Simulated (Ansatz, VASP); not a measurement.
## GaN in VASP and in Ansatz

File INCAR:

```
PREC = Accurate ; ENCUT = 520
EDIFF = 1E-6 ; ISMEAR = 0
SIGMA = 0.05 ; LREAL = F
LASPH = T ; NELM = 60
ALGO = Normal ; ISIF = 2
LWAVE = F ; LCHARG = F
GGA = PE ; NBANDS = 16
```

Contents of KPOINTS:

```
regular mesh
0
Gamma
  14 14 14
```

File POSCAR:

```
GaN
1.0
    0.0000000000      2.1032064750      2.1672635250
    2.1032064750      0.0000000000      2.1672635250
    2.1032064750      2.1032064750      0.0000000000
Ga N
1 1
Direct
    0.0000000000      0.0000000000      0.0000000000
    0.5000000000      0.5000000000      0.5000000000
```

Input for Ansatz:

```yaml
crystal:
  lattice:
    - [0.0, 2.103206475, 2.167263525]
    - [2.103206475, 0.0, 2.167263525]
    - [2.103206475, 2.103206475, 0.0]
  atoms:
    - { symbol: Ga, position: [0.0, 0.0, 0.0] }
    - { symbol: "N", position: [0.5, 0.5, 0.5] }
basis:
  ecutwfc: 420
kpoints:
  mp_grid: { grid: [14, 14, 14] }
hamiltonian:
  xc: pbe
scf:
  occupations: { method: gaussian, width: 0.05 }
output:
  forces: true
  stress: true
  eigenvalues: true
```

Change from the starting cell: strain -0.015 along x and y, +0.015 along z, atoms carried along.

Alike in both runs: task single point; functional PBE; k mesh 14 × 14 × 14; occupations gaussian, width 0.05 eV; no spin polarisation.

|  | VASP | Ansatz |
| --- | --- | --- |
| version | VASP 6.6.1 | Ansatz 0.2.0 |
| potentials or method | VASP PAW PBE potentials, release 64 (Ga_d, N) | scalar-relativistic, plane waves, PAW |
| plane-wave cutoff (eV) | 520 | 420 |
| valence electrons in the cell | 18 | 18 |

|  | VASP | Ansatz | Ansatz less VASP |
| --- | --- | --- | --- |
| gap on the k mesh at the Fermi level (eV) | 0.37 | 0.38 | +0.010 |
| least direct gap on the mesh (eV) | 2.39 | 2.39 | -0.003 |
| pressure (GPa) | 4.1 | 3.3 | -0.79 |
| largest component of the traceless stress (GPa) | 3.49 | 3.43 | -0.060 |

With one functional, cell and mesh, what is left measures potentials, basis and numerics.
